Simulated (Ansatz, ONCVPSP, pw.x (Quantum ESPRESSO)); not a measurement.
tungsten (W): does the ONCV potential hold in the solid?

| Item | Value |
| --- | --- |
| Element | W |
| Generator | ONCVPSP 4.0.1.1 (patched build) |
| Type | optimised norm-conserving Vanderbilt (ONCV) |
| Functional | PBE |
| Relativity | scalar-relativistic |
| Frozen core | [Kr] 4d10 4f14 |
| Valence charge | 14 |
| Reference configuration | 5s2 5p6 5d4 6s2 |
| Partial waves | 5s+6s: rc 1.65 bohr, ncon 4, nbas 7, qcut 7.2 1/bohr, 2 projectors; 5p: rc 2.10 bohr, ncon 4, nbas 9, qcut 6.7 1/bohr, 2 projectors, debl 3.3 Ha; 5d: rc 2.65 bohr, ncon 3, nbas 8, qcut 5.5 1/bohr, 2 projectors, debl 3.8 Ha |
| Local potential | polynomial inside 1.35 bohr (lpopt 5, dvloc0 2 Ha) |
| Core correction | none |

Crystal test: fcc W in pw.x 7.5, no spin, 14³ k-points, Fermi–Dirac smearing 0.01 Ry, cutoffs 55/220 Ry. The reference is all-electron LAPW (Ansatz 0.2.0) with the same functional, mesh and smearing; V0 and B0 come from Birch–Murnaghan fits to the pressures at five volumes. Errors are pseudo minus all-electron; Δ is the rms difference of the E(V) curves that follow from these fits, minima aligned, over ±6 % about the mean V0. Mesh and smearing are coarse, so the numbers serve the comparison and aren't converged zero-temperature values; the lattice is a test structure that the element need not adopt.

All-electron: a0 = 4.039 Å (V0 = 16.47 Å³/atom), B0 = 280.9 GPa.

**Question.** How far does the potential miss the all-electron equation of state?

**Answer.** mean pressure error (GPa): -2.04; a0 (Å): 4.029; a0 error (%): -0.24; B0 error (%): -0.7; Δ (meV/atom): 7.4.

| V (Å³/atom) | P all-electron (GPa) | P pseudo (GPa) |
| --- | --- | --- |
| 15.654 | 15.90 | 13.32 |
| 16.066 | 7.42 | 5.15 |
| 16.478 | -0.06 | -2.07 |
| 16.890 | -6.66 | -8.43 |
| 17.302 | -12.47 | -14.05 |

**Question.** At the middle volume, how do free energy and pressure move when the wave cutoff is lowered (ecutrho kept at four times it)?

**Answer.**

```
cutoff (Ry)  shift of F (meV/atom)  shift of P (GPa)
         25                +2228.3            -67.67
         33                 +426.1            -20.77
         44                  +18.2             -1.84
```

The run at the middle volume (104 k-points, 6 iterations) took about 17 s on one core of a shared host (Neoverse-N1, 64 threads, 124 GiB, load 51).
